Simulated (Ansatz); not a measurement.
Crystal: Bi2Te2Se.

```xyz
5
Lattice="2.1610 1.2476 10.5856 -2.1610 1.2476 10.5856 0.0000 -2.4953 10.5856" Properties=species:S:1:pos:R:3 pbc="T T T"
Bi    0.0000    0.0000   12.4398
Bi    0.0000    0.0000   19.3169
Te    0.0000    0.0000   24.7831
Te    0.0000    0.0000    6.9736
Se    0.0000    0.0000    0.0000
```

The cell is a database's computed one.

Base run:

| Item | Value |
| --- | --- |
| Program | Ansatz 0.2.0 |
| Functional | PBEsol |
| Potentials or basis | all-electron LAPW, scalar-relativistic |
| Cutoff | 190 eV |
| Density cutoff | 761 eV |
| Basis error allowed | 0.002 eV/atom |
| k mesh | 7 × 7 × 7 |
| Occupations | fermi-dirac, width 0.05 eV |
| Spin | no spin polarisation |

Its results: band gap on the k mesh 0.41 eV, direct; pressure -1.4 GPa; largest force 0.051 eV/Å.

Problem. The run is repeated on the same cell with these changes: functional from PBEsol to LDA. What comes out?

Solution. Band gap on the k mesh 0.37 eV, direct; pressure -2.6 GPa; largest force 0.135 eV/Å.

LDA binds more tightly than PBEsol, so the same cell stands under less pressure.

Caveats: spin-orbit coupling is left out, which as a rule narrows the gap of such compounds by several tenths of an eV.

Not every run made on this cell is shown here.
